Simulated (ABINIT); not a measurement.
The system is PbO2.

```
Pb O
1.0
     0.00000    2.70199    2.70199
     2.70199    0.00000    2.70199
     2.70199    2.70199    0.00000
Pb O
1 2
Direct
  0.00000 0.00000 0.00000
  0.75000 0.75000 0.75000
  0.25000 0.25000 0.25000
```

The cell comes from a database or a generator and needn't be the stable form of this composition.

```yaml
Program: ABINIT 10.8.3 (patched build)
Task: relaxation of cell and atoms
Functional: LDA
Potentials_or_basis: PseudoDojo NC SR LDA v0.4.1 standard
Cutoff: 1143 eV
k_mesh: 7 × 7 × 7
Occupations: fermi-dirac, width 0.05 eV
Spin: no spin polarisation
```

At the start: pressure -9.6 GPa; volume 13.15 Å³/atom.

Task: How do energy, volume and symmetry change on relaxing?

Result: Over 5 steps the energy falls by 28.3 meV/atom and the volume is 12.27 Å³/atom (-6.7 %); space group Fm-3m (No. 225, to 0.05 Å).

Step by step:
```tsv
step	energy change (eV)	largest force (eV/Å)	pressure (GPa)	volume (Å³)
1	0.0000	0.0000	-9.58	39.45
2	-0.0559	0.0000	-5.96	38.31
3	-0.0841	0.0000	1.02	36.60
4	-0.0848	0.0000	-0.08	36.84
5	-0.0848	0.0000	0.00	36.82
```

Final structure:
```yaml
crystal:
  lattice:
    - [0.00000, 2.64054, 2.64054]
    - [2.64054, 0.00000, 2.64054]
    - [2.64054, 2.64054, 0.00000]
  atoms:
    - { symbol: Pb, position: [0.00000, 0.00000, 0.00000] }
    - { symbol: O, position: [0.75000, 0.75000, 0.75000] }
    - { symbol: O, position: [0.25000, 0.25000, 0.25000] }
```
